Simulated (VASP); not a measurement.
# MoS2 (R3m) in VASP: a series of runs, part 2 of 2

VASP 6.6.1. Earlier steps stand in the parts before.

## Step 3: Relaxation of cell and atoms, PBE

This run uses another cell than the first one, of 17.73 Å³/atom, 0.817 times its volume.

The input, INCAR:

```
SYSTEM = MoS2
ALGO = Fast
EDIFF = 1E-6
EDIFFG = -0.02
ENCUT = 600
GGA = PE
IBRION = 2
ISIF = 3
ISMEAR = 1
LASPH = .TRUE.
LCHARG = .FALSE.
LREAL = .FALSE.
LWAVE = .FALSE.
NELM = 100
NSW = 60
PREC = Accurate
SIGMA = 0.15
```

The input, KPOINTS:

```
k-points
0
G
  7 7 7
  0 0 0
```

The input, POSCAR:

```
MoS2
1.0
    1.5800000000      0.9122134300      6.1500000000
   -1.5800000000      0.9122134300      6.1500000000
    0.0000000000     -1.8244268500      6.1500000000
Mo S
1 2
Direct
    0.0000000000      0.0000000000      0.0000000000
    0.2500000000      0.2500000000      0.2500000000
    0.4170000000      0.4170000000      0.4170000000
```

Potentials or basis: VASP PAW PBE potentials, release 64 (Mo_sv, S).

Launch:

```sh
$ cat potpaw_PBE.64/Mo_sv/POTCAR potpaw_PBE.64/S/POTCAR > POTCAR
$ mpirun -np 1 vasp_std > vasp.out
```

OUTCAR:

```text
SYSTEM = MoS2
   EDIFF = 1E-6
   EDIFFG = -0.02
   ENCUT = 600
   GGA = PE
   IBRION = 2
   ISIF = 3
   ISMEAR = 1
   LASPH = .TRUE.
   LREAL = .FALSE.
   NELM = 100
   NSW = 60
   PREC = Accurate

 ion  position               nearest neighbor table
   1  0.000  0.000  0.000-   2 2.39   2 2.39   2 2.39   3 2.39   3 2.39   3 2.39
   2  0.250  0.250  0.250-   1 2.39   1 2.39   1 2.39
   3  0.417  0.417  0.417-   1 2.39   1 2.39   1 2.39

  LATTYP: Found a trigonal (rhomboedric) cell.
 ALAT       =     6.4149071187
 COS(alpha) =     0.8786713332

  Lattice vectors:

 A1 = (   1.5800000000,   0.9122134300,   6.1500000000)
 A2 = (  -1.5800000000,   0.9122134300,   6.1500000000)
 A3 = (   0.0000000000,  -1.8244268500,   6.1500000000)

Analysis of symmetry for initial positions (statically):
=====================================================================
 Subroutine PRICEL returns:
 Original cell was already a primitive cell.

 Routine SETGRP: Setting up the symmetry group for a
 trigonal (rhombohedral) supercell.

 Subroutine GETGRP returns: Found  6 space group operations
 (whereof  6 operations were pure point group operations)
 out of a pool of 12 trial point group operations.

The static configuration has the point symmetry C_3v.

Analysis of symmetry for dynamics (positions and initial velocities):
=====================================================================
 Subroutine PRICEL returns:
 Original cell was already a primitive cell.

 Routine SETGRP: Setting up the symmetry group for a
 trigonal (rhombohedral) supercell.

 Subroutine GETGRP returns: Found  6 space group operations
 (whereof  6 operations were pure point group operations)
 out of a pool of 12 trial point group operations.

The dynamic configuration has the point symmetry C_3v.

 Subroutine INISYM returns: Found  6 space group operations
 (whereof  6 operations are pure point group operations),
 and found     1 'primitive' translations

----------------------------------------------------------------------------------------

[... 136 lines left out ...]

 number of electron      26.0000000 magnetization

 Free energy of the ion-electron system (eV)
  ---------------------------------------------------
  ext. energy  EPLUGINS =         0.00000000
  ---------------------------------------------------
  free energy    TOTEN  =       -21.79087852 eV

  energy without entropy =      -21.79094631  energy(sigma->0) =      -21.79090112

------------------------ aborting loop because EDIFF is reached ----------------------------------------

  FORCE on cell =-STRESS in cart. coord.  units (eV):
  Direction    XX          YY          ZZ          XY          YZ          ZX
  --------------------------------------------------------------------------------------
  -------------------------------------------------------------------------------------
  Total        1.4683899      1.4683899      2.2455569      0.0000000      0.0000000     -0.0000000
  in kB       44.2356128     44.2356130     67.6479637      0.0000000      0.0000000     -0.0000000
  external PRESSURE =      52.0397298 kB  Pullay stress =       0.0000000 kB
[... 92 lines left out ...]
  FREE ENERGIE OF THE ION-ELECTRON SYSTEM (eV)
  ---------------------------------------------------
  free  energy   TOTEN  =       -21.8185092592 eV

  energy  without entropy=      -21.8185819959  energy(sigma->0) =      -21.81853350

 E-fermi :   5.8837     XC(G=0): -10.0034

 val. band max:        5.7663179570   @ k =   0.4286   0.4286   0.4286
 cond. band min:       7.2436133611   @ k =  -0.1429   0.1429   0.0000
 fundamental gap:      1.4772954042
 Fermi energy:         5.8837411466

 k-point     1 :       0.0000    0.0000    0.0000
  band No.  band energies     occupation
      1     -55.4206      2.00000
      2     -29.5603      2.00000
      3     -29.3546      2.00000
      4     -29.3546      2.00000
      5      -8.6623      2.00000
      6      -7.2818      2.00000
[... 459 lines left out ...]
      6      -7.0083      2.00000
[... 9 lines left out ...]
     16       8.1160     -0.00000
     17       9.4024      0.00000

 [... further k-points ...]

[... ionic steps 4 to 23 ...]

--------------------------------------- Ionic step       24  -------------------------------------------

 number of electron      26.0000001 magnetization

------------------------ aborting loop because EDIFF is reached ----------------------------------------
[... 69 lines left out ...]
--------------------------------------- Ionic step       26  -------------------------------------------

 number of electron      26.0000001 magnetization

 Free energy of the ion-electron system (eV)
  ---------------------------------------------------
  ext. energy  EPLUGINS =         0.00000000
  ---------------------------------------------------
  free energy    TOTEN  =       -21.85361083 eV

  energy without entropy =      -21.85371693  energy(sigma->0) =      -21.85364619

 E-fermi :   5.2444     XC(G=0):  -9.6483

 val. band max:        5.1327588644   @ k =   0.4286   0.4286   0.4286
 cond. band min:       6.7463854659   @ k =  -0.1429   0.1429   0.0000
 fundamental gap:      1.6136266015
 Fermi energy:         5.2444194857

 k-point     1 :       0.0000    0.0000    0.0000
  band No.  band energies     occupation
      1     -55.9709      2.00000
      2     -30.1088      2.00000
      3     -29.9068      2.00000
      4     -29.9068      2.00000
      5      -9.1876      2.00000
      6      -7.8452      2.00000
[... 501 lines left out ...]
  FREE ENERGIE OF THE ION-ELECTRON SYSTEM (eV)
  ---------------------------------------------------
  free  energy   TOTEN  =       -21.8536108254 eV

  energy  without entropy=      -21.8537169318  energy(sigma->0) =      -21.85364619

 reached required accuracy - stopping structural energy minimisation
```

OSZICAR:

```text
N       E                     dE             d eps       ncg     rms          rms(c)
DAV:   1     0.205134671370E+03    0.20513E+03   -0.14828E+04  1496   0.161E+03
DAV:   2    -0.152144554855E+02   -0.22035E+03   -0.21732E+03  1929   0.374E+02
DAV:   3    -0.231310701952E+02   -0.79166E+01   -0.78653E+01  1896   0.669E+01
DAV:   4    -0.232305806578E+02   -0.99510E-01   -0.99411E-01  1913   0.741E+00
[... 262 lines left out ...]
DAV:   1    -0.218536653797E+02   -0.10989E-03   -0.71454E-03  1496   0.798E-01    0.682E-02
RMM:   2    -0.218536219043E+02    0.43475E-04   -0.36376E-04  1496   0.174E-01    0.309E-02
RMM:   3    -0.218536133722E+02    0.85321E-05   -0.65894E-05  1502   0.611E-02    0.184E-02
RMM:   4    -0.218536116463E+02    0.17258E-05   -0.20272E-05  1500   0.368E-02    0.170E-02
RMM:   5    -0.218536108254E+02    0.82092E-06   -0.46981E-06  1215   0.166E-02
  26 F= -.21853611E+02 E0= -.21853646E+02  d E =-.555732E-04
```

CONTCAR:

```text
MoS2
   1.00000000000000
     1.5919017822131356    0.9190849277870464    7.1944115839690239
    -1.5919017822131356    0.9190849277870464    7.1944115839690239
     0.0000000000000000   -1.8381698437906870    7.1944115837131948
  Mo              S
     1     2
Direct
     0.0001026338608811    0.0001026338608811    0.0001026338608814
     0.2610569867637310    0.2610569867637310    0.2610569867638769
     0.4058403793753897    0.4058403793753897    0.4058403793752433

  0.00000000E+00  0.00000000E+00  0.00000000E+00
  0.00000000E+00  0.00000000E+00  0.00000000E+00
  0.00000000E+00  0.00000000E+00  0.00000000E+00
```

Wall time 32 min (1 thread of AMD EPYC 9R45 (Zen 5), shared host); peak memory 0.41 GiB.

Results:

| Item | Value |
| --- | --- |
| Free energy | -21.8536 eV |
| Relaxed volume | 21.05 Å³/atom |
| Relaxed cell | a = 7.426 Å, b = 7.426 Å, c = 7.426 Å, α = 24.76°, β = 24.76°, γ = 24.76° |
| Space group after relaxing (to 0.05 Å) | R3m (No. 160) |
| Energy gained by relaxing | 20.9 meV/atom |
| Ionic steps | 26 |
| Pressure after relaxing | 0.0 GPa |
| Largest force after relaxing | 0.008 eV/Å |
| Band gap on the k mesh | 1.61 eV, indirect (least direct gap 2.14 eV) |

Forces in eV/Å, atoms in the order of the input:
```
Mo   0.000  0.000  0.008
S    0.000  0.000 -0.001
S    0.000  0.000 -0.007
```

Step by step:
| step | energy change (eV) | largest force (eV/Å) | pressure (GPa) | volume (Å³) |
| --- | --- | --- | --- | --- |
| 1 | 0.0000 | 0.5067 | 5.20 | 53.18 |
| 2 | 0.0760 | 1.3351 | -7.89 | 57.74 |
| 3 | -0.0276 | 0.2002 | 0.16 | 54.68 |
| 4 | -0.0276 | 0.1907 | 0.23 | 54.65 |
| 5 | -0.0306 | 0.1563 | 0.15 | 54.93 |
| 6 | -0.0361 | 0.1018 | -0.10 | 55.72 |
| 7 | -0.0351 | 0.2968 | -0.42 | 57.33 |
| 8 | -0.0376 | 0.1812 | -0.21 | 56.42 |
| 9 | -0.0389 | 0.1568 | -0.23 | 56.53 |
| 10 | -0.0426 | 0.0834 | -0.27 | 56.84 |
| 11 | -0.0482 | 0.0650 | -0.32 | 57.46 |
| 12 | -0.0536 | 0.3692 | -0.25 | 58.70 |
| 13 | -0.0582 | 0.0854 | 0.00 | 59.06 |
| 14 | -0.0589 | 0.0827 | 0.16 | 59.26 |
| 15 | -0.0594 | 0.0849 | 0.15 | 59.47 |
| 16 | -0.0605 | 0.0831 | 0.15 | 60.11 |
| 17 | -0.0619 | 0.0927 | 0.24 | 61.39 |
| 18 | -0.0616 | 0.1345 | 0.60 | 63.94 |
| 19 | -0.0622 | 0.1033 | 0.48 | 62.60 |
| 20 | -0.0626 | 0.0437 | -0.16 | 63.28 |
| 21 | -0.0627 | 0.0316 | 0.00 | 63.10 |
| 22 | -0.0627 | 0.0327 | 0.00 | 63.11 |
| 23 | -0.0627 | 0.0368 | -0.08 | 63.19 |
| 24 | -0.0627 | 0.0331 | -0.03 | 63.14 |
| 25 | -0.0627 | 0.0331 | -0.03 | 63.13 |
| 26 | -0.0627 | 0.0077 | 0.02 | 63.16 |

Final structure:
```cif
data_structure
_symmetry_space_group_name_H-M 'P 1'
_symmetry_Int_Tables_number 1
_cell_length_a 7.4255
_cell_length_b 7.4255
_cell_length_c 7.4255
_cell_angle_alpha 24.759
_cell_angle_beta 24.759
_cell_angle_gamma 24.759
_cell_volume 63.16
loop_
_atom_site_label
_atom_site_type_symbol
_atom_site_fract_x
_atom_site_fract_y
_atom_site_fract_z
_atom_site_occupancy
Mo1 Mo 0.00010 0.00010 0.00010 1
S1 S 0.26106 0.26106 0.26106 1
S2 S 0.40584 0.40584 0.40584 1
```

Caveat: the volume moved by over 15 % at a fixed basis, so the end points are rough; an odd mesh through Γ misses points on the zone boundary, where band edges often lie; the volume moved by +19 % from the deposited cell, more than functionals usually miss.
